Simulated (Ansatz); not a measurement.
## Hf under changes of volume

One of the cells (24.739 Å³/atom); the others are scaled copies at fixed shape and fractional positions:

```xyz
1
Lattice="2.9138 0.0000 0.0000 0.0000 2.9138 0.0000 0.0000 0.0000 2.9138" Properties=species:S:1:pos:R:3 pbc="T T T"
Hf    1.4569    1.4569    1.4569
```

The cell was built by a generator and needn't be a form met in nature.

- Program: Ansatz 0.2.0
- Functional: PBE
- Potentials or basis: Ansatz PAW
- Cutoff: 420 eV (not typed: the program's choice for these potentials)
- k mesh: 9 × 9 × 9
- Occupations: fermi-dirac, width 0.05 eV
- Spin: no spin polarisation

```csv
volume (Å³/atom),energy over the lowest point (meV/atom),pressure (GPa)
23.255,23.93,5.2
23.750,10.73,3.4
24.244,2.85,1.7
24.739,0.00,0.1
25.234,1.86,-1.4
25.729,?,?
26.223,18.44,-4.0
```

Problem. What does the run at 25.729 Å³/atom give?

Solution. Energy over the lowest point 8.11 meV/atom; pressure -2.7 GPa.

Worked out: A Birch-Murnaghan fit of order 3 (a polynomial in V^(-2/3)) to the other rows has its minimum at 24.79 Å³/atom with B0 = V·E''(V) = 76 GPa (rough, since the energies scatter). It gives 8.10 meV/atom at 25.729 Å³/atom, against the run's 8.11, and -dE/dV = -2.7 GPa, against -2.7.

Energies are extrapolated to zero smearing.
